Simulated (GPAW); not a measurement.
# PtS2 (P-3m1) in GPAW: a series of runs

Aim: see how the results for PtS2 move with the level of theory and the settings. Levels: HSE06, PBE, LDA. Tasks: single point.

All numbers are computed with GPAW 26.7.0; they aren't measurements. Logs are shortened: lines on timing, memory, paths and dates and some standing lists are left out, and cuts for length are marked. The log counts tension as positive stress, the text compression.

## Step 1: The structure

Symmetry: P-3m1, No. 164, trigonal system. The conventional cell has a = 3.543 Å, b = 3.543 Å, c = 5.039 Å, α = 90.00°, β = 90.00°, γ = 120.00°. Pt (site symmetry -3m) is surrounded by 6 S at 2.34 Å. S (site symmetry 3m) has 3 Pt at 2.34 Å as nearest neighbours.

## Step 2: Single point, HSE06

Contents of run.py:

```python
from ase import Atoms
from ase.dft.bandgap import bandgap
from ase.io import write
from ase.parallel import parprint
from gpaw import GPAW, PW

atoms = Atoms(['Pt', 'S', 'S'],
              cell=[[3.5432, 0.0, 0.0],
                    [-1.7716, 3.0685012107, 0.0],
                    [0.0, 0.0, 5.0388]],
              scaled_positions=[[0.0, 0.0, 0.0],
                                [0.6666666667, 0.3333333333, 0.773],
                                [0.3333333333, 0.6666666667, 0.227]],
              pbc=True)

calc = GPAW(mode=PW(450),
            xc='HSE06',
            kpts={'size': (6, 6, 4), 'gamma': True},
            occupations={'name': 'fermi-dirac', 'width': 0.05},
            nbands=21,
            convergence={'density': 1e-05, 'energy': 1e-05},
            maxiter=60,
            txt='gpaw.txt')
atoms.calc = calc
energy = atoms.get_potential_energy()
forces = atoms.get_forces()
calc.write('gs.gpw')
write('result.traj', atoms)
parprint(f'Energy: {energy:.6f} eV')
parprint('Forces (eV/A):')
parprint(forces.round(4))
parprint('Fermi level:', round(calc.get_fermi_level(), 4), 'eV')
parprint(f'Gap: {bandgap(calc)[0]:.4f} eV, direct: {bandgap(calc, direct=True)[0]:.4f} eV')
```

Potentials or basis: GPAW PAW data sets (gpaw-data 1.2.1), pw.

The run is started by

```sh
OMP_NUM_THREADS=1 mpirun -n 8 gpaw python run.py
```

gpaw.txt:

```text
__  _  _
 | _ |_)|_||  |
 |__||  | ||/\| - 26.7.0

Input parameters:
  mode=PW(ecut=450.00000000000006),
  convergence={'density': 1e-05, 'energy': 1e-05},
  kpts=MonkhorstPack(size=(6, 6, 4), gamma=True),
  maxiter=60,
  nbands=21,
  occupations=Occupations(name='fermi-dirac', width=0.05),
  xc=XC(name='HSE06')

Diagonalizing LCAO Hamiltonian
Converting LCAO to pw mode

            S

         S

       Pt

Atoms  # Å, Bohr magnetons
|   | symbol |         x |        y |        z |    initial magnetic moments |
|---|--------|-----------|----------|----------|-----------------------------|
| 0 |     Pt |  0.000000 | 0.000000 | 0.000000 | ( 0.0000,  0.0000,  0.0000) |
| 1 |      S |  1.771600 | 1.022834 | 3.894992 | ( 0.0000,  0.0000,  0.0000) |
| 2 |      S | -0.000000 | 2.045667 | 1.143808 | ( 0.0000,  0.0000,  0.0000) |

Unit cell  # Å
| periodic |         x |        y |        z |  lengths |     angles |
|----------|-----------|----------|----------|----------|------------|
|      yes |  3.543200 | 0.000000 | 0.000000 | 3.543200 |  90.000000 |
|      yes | -1.771600 | 3.068501 | 0.000000 | 3.543200 |  90.000000 |
|      yes |  0.000000 | 0.000000 | 5.038800 | 5.038800 | 120.000000 |

Number of symmetries: 12
Symmetry operations  # r_c * U_cc + t_c -> r_c
|    | kind |            matrix            |
|----|------|------------------------------|
|  0 |  σ   |  1, 1, 0,  0,-1, 0,  0, 0, 1 |
|  1 |  S6  |  1, 1, 0, -1, 0, 0,  0, 0,-1 |
|  2 |  E   |  1, 0, 0,  0, 1, 0,  0, 0, 1 |
|  3 |  C2  |  1, 0, 0, -1,-1, 0,  0, 0,-1 |
|  4 |  C2  |  0, 1, 0,  1, 0, 0,  0, 0,-1 |
|  5 |  C3  |  0, 1, 0, -1,-1, 0,  0, 0, 1 |
|  6 |  S6  |  0,-1, 0,  1, 1, 0,  0, 0,-1 |
|  7 |  σ   |  0,-1, 0, -1, 0, 0,  0, 0, 1 |
|  8 |  σ   | -1, 0, 0,  1, 1, 0,  0, 0, 1 |
|  9 |  i   | -1, 0, 0,  0,-1, 0,  0, 0,-1 |
| 10 |  C3  | -1,-1, 0,  1, 0, 0,  0, 0, 1 |
| 11 |  C2  | -1,-1, 0,  0, 1, 0,  0, 0,-1 |

BZ-sampling:
  Number of BZ points: 144
  Number of IBZ points: 24

  Monkhorst-Pack size: [6, 6, 4]
  Monkhorst-Pack shift: [0.08333333333333333, 0.08333333333333333, 0.125]

K-points  # in reciprocal-cell coordinates
|     |                                coordinates |     weight |
|-----|--------------------------------------------|------------|
|   0 | (  0.00000000,   0.00000000,   0.00000000) | 0.00694444 |
|   1 | (  0.00000000,   0.00000000,   0.25000000) | 0.01388889 |
|   2 | (  0.00000000,   0.00000000,   0.50000000) | 0.00694444 |
|   3 | (  0.16666667,   0.00000000,  -0.25000000) | 0.04166667 |
|   4 | (  0.16666667,   0.00000000,   0.00000000) | 0.04166667 |
|   5 | (  0.16666667,   0.00000000,   0.25000000) | 0.04166667 |
|   6 | (  0.16666667,   0.00000000,   0.50000000) | 0.04166667 |
|   7 | (  0.33333333,  -0.16666667,   0.00000000) | 0.04166667 |
|   8 | (  0.33333333,  -0.16666667,   0.25000000) | 0.08333333 |
|   9 | (  0.33333333,  -0.16666667,   0.50000000) | 0.04166667 |
| ... |                                            |            |
|  23 | (  0.50000000,   0.50000000,   0.50000000) | 0.02083333 |

Plane wave coefficients: 1212
Cutoff: 450.00000000000006 eV

Spin-components: 1 (collinear spins)
Bands:           21
Projectors:      16
Spin-degeneracy: 2
Datatype:        complex128

Parallelization:
  kpt:    8
  domain: 1
  band:   1

Density:
  Valence electrons: 28.0
  Components: 1
  Grid points: [18 18 25]
  Charge: 0.0  # |e|

Potential:
  Grid points: [18 18 25]

species:
  Pt:
    name:    Platinum
    Z:       78.0
    valence: 16
    core:    62
    charge:  0.0  # [|e|]
    compensation charges:
      type: gauss
      rc: 0.41  # [Å]
      lmax: 2
    cutoffs:
      filter: 2.26  # [Å]
      core: 2.26  # [Å]
    projectors
    | kind |    occ | energy [eV] | rcut [Å] |
    |------|--------|-------------|----------|
    |   6s |  1.000 |      -5.628 |    1.307 |
    |   5p |  6.000 |     -56.051 |    1.371 |
    |   6p |  0.000 |      -0.845 |    1.371 |
    |   5d |  9.000 |      -6.153 |    1.307 |
    |    s |        |      21.583 |    1.307 |
    |    d |        |      21.058 |    1.307 |

    Using partial waves for Pt as LCAO basis

  S:
    name:    Sulfur
    Z:       16.0
    valence: 6
    core:    10
    charge:  0.0  # [|e|]
    compensation charges:
      type: gauss
      rc: 0.24  # [Å]
      lmax: 2
    cutoffs:
      filter: 1.77  # [Å]
      core: 1.66  # [Å]
    projectors
    | kind |    occ | energy [eV] | rcut [Å] |
    |------|--------|-------------|----------|
    |   3s |  2.000 |     -17.254 |    0.974 |
    |   3p |  4.000 |      -7.008 |    0.979 |
    |    s |        |       9.957 |    0.974 |
    |    p |        |      20.203 |    0.979 |
    |    d |        |       0.000 |    0.900 |

    Using partial waves for S as LCAO basis

Reference energy: -522090.602563  # eV

eigensolver:
  PPCG
  Converge bands: occupied
  niter=2

density mixing:
  MSR1-Mixer
  Pratt-step length: 0.05
  Maximum mixing coefficient: 0.75
  Old densities: 10
  SVD Regularization: 0.005
  Good broyden scale: 1.0
  Trust region scale: 1.0
  Backstep threshold: 4.0
  History deletion threshold: 6.0
  Fourier metric: weight=20.0, sigma=0.015

occupation numbers:
  Fermi-Dirac:
    width: 0.0500  # eV

poisson solver:
  ecut: 3600.0000000000005  # eV

xc functional:
  name: HYB_GGA_XC_HSE06 with 2 nearest neighbor stencil

convergence criteria:
- Maximum integral of absolute [dens]ity change: 1e-05 electrons / valence electron
- Maximum [total energy] change in last 3 cyles: 1e-05 eV / valence electron
- Maximum integral of absolute [eigenst]ate change: 4e-08 eV^2 / valence electron
maximum number of iterations: 60

IBZ(<points: 24, symmetries: 12>)
Occupied bands: 14
SCF iterations
|iter     | |      energy | eigst |  dens |
|---------|-|-------------|-------|-------|
|iter:   1| |-2723.904837 | +0.34 |       |
|iter:   2| |  -45.593602 | -0.35 | -1.12 |
|iter:   3| |  -44.557520 | -1.56 | -1.07 |
|iter:   4| |  -44.204413 | -1.58 | -1.21 |
|iter:   5| |  -44.224162 | -2.55 | -1.41 |
|iter:   6| |  -44.240818 | -1.79 | -1.52 |
|iter:   7| |  -44.107463 | -2.76 | -1.60 |
|iter:   8| |  -44.083084 | -2.35 | -1.92 |
|iter:   9| |  -44.091376 | -4.04 | -2.51 |
|iter:  10| |  -44.090508 | -3.40 | -2.55 |
|iter:  11| |  -44.090695 | -5.09 | -2.67 |
|iter:  12| |  -44.091257 | -3.42 | -2.68 |
|iter:  13| |  -44.090387 | -4.96 | -2.59 |
|iter:  14| |  -44.089377 | -4.37 | -2.71 |
|iter:  15| |  -44.089535 | -4.87 | -3.29 |
|iter:  16| |  -44.089557c| -6.30 | -3.69 |
|iter:  17| |  -44.089553c| -6.03 | -3.82 |
|iter:  18| |  -44.089554c| -7.47c| -4.31 |
|iter:  19| |  -44.089553c| -7.55c| -4.37 |
|iter:  20| |  -44.089553c| -7.63c| -4.77 |
|iter:  21| |  -44.089553c| -8.19c| -5.23c|

Converged in 21 steps
Energy contributions relative to reference atoms: (reference = -522090.602563)

Energy contributions:
  Kinetic:           6.723390
  Coulomb:          -7.375609
  Zero:             -0.462913
  External:          0.000000
  Xc:             2663.142400
  Entropy:          -0.000000
  Spinorbit:         0.000000
  Hybrid_Xc_Cc:     -2589.499164
  Hybrid_Xc_Vc:       -46.373527
  Hybrid_Xc_Vv:       -70.244131
  ----------------------------
  Free energy:     -44.089553
  Extrapolated:    -44.089553

dipole moment: (-6.137207, -10.629955, -17.455498)  # |e|*Ang

Fermi level: 7.700
Eigenvalues  # (at kpt = [0.000, 0.000, 0.000])
| band index |      eig [eV] | occ [0-2] |
|------------|---------------|-----------|
|          0 |       -50.088 |     2.000 |
|        ... |               |           |
|          6 |        -0.796 |     2.000 |
|          7 |        -0.796 |     2.000 |
|          8 |         2.133 |     2.000 |
|          9 |         2.134 |     2.000 |
|         10 |         4.588 |     2.000 |
|         11 |         5.753 |     2.000 |
|         12 |         5.753 |     2.000 |
|         13 |         6.902 |     2.000 |
|         14 |        10.123 |     0.000 |
|         15 |        10.123 |     0.000 |
|         16 |        12.526 |     0.000 |
|         17 |        13.730 |     0.000 |
|         18 |        15.920 |     0.000 |
|         19 |        15.920 |     0.000 |
|         20 |        20.188 |     0.000 |

Gap: 1.617 eV
Transition (v -> c):
  (s=0, k=0, n=13, [0.00, 0.00, 0.00]) -> (s=0, k=10, n=14, [0.33, 0.00, -0.25])
Direct/indirect transitions are different
Direct gap: 2.194 eV
Transition at: (s=0, k=10, n=13, [0.33, 0.00, -0.25])

Forces  # eV/Ang
|        x |        y |        z |
|----------|----------|----------|
|  0.00000 | -0.00000 |  0.00000 |  # Pt   0
| -0.00000 |  0.00000 | -1.10088 |  # S    1
|  0.00000 | -0.00000 |  1.10088 |  # S    2

# Writing to gs.gpw (mode='')
```

Wall time 58 min (8 MPI ranks of Intel Xeon Platinum 8488C (Sapphire Rapids), shared host); peak memory 0.23 GiB.

What came out:

- Free energy: -44.0896 eV
- Largest force: 1.101 eV/Å
- Band gap on the k mesh: 1.62 eV, indirect (least direct gap 2.19 eV)

Forces on the atoms (eV/Å):
```
Pt   0.000  0.000  0.000
S    0.000  0.000 -1.101
S    0.000  0.000  1.101
```

Levels at points of the mesh, in eV from the valence-band top:
| k point | band 11 | band 12 | band 13 | band 14 | band 15 | band 16 | band 17 |
| --- | --- | --- | --- | --- | --- | --- | --- |
| (0.00, 0.00, 0.00) | -2.31 | -1.15 | -1.15 | 0.00 | 3.22 | 3.22 | 5.62 |
| (0.00, 0.00, 0.50) | -2.65 | -1.34 | -1.34 | -1.19 | 3.76 | 3.76 | 6.40 |
| (0.50, 0.50, 0.00) | -4.01 | -3.68 | -3.25 | -2.67 | 2.53 | 3.71 | 6.54 |
| (0.50, 0.50, 0.50) | -4.04 | -3.34 | -3.22 | -1.46 | 2.86 | 3.18 | 6.49 |

Caveat: exact exchange converges slowly with the k mesh, and this mesh is small; the PAW data sets were made with another functional, which shifts forces and pressure a little; spin-orbit coupling is left out, which moves the levels of the heavy elements.

(Part 1 of 2 ends here.)
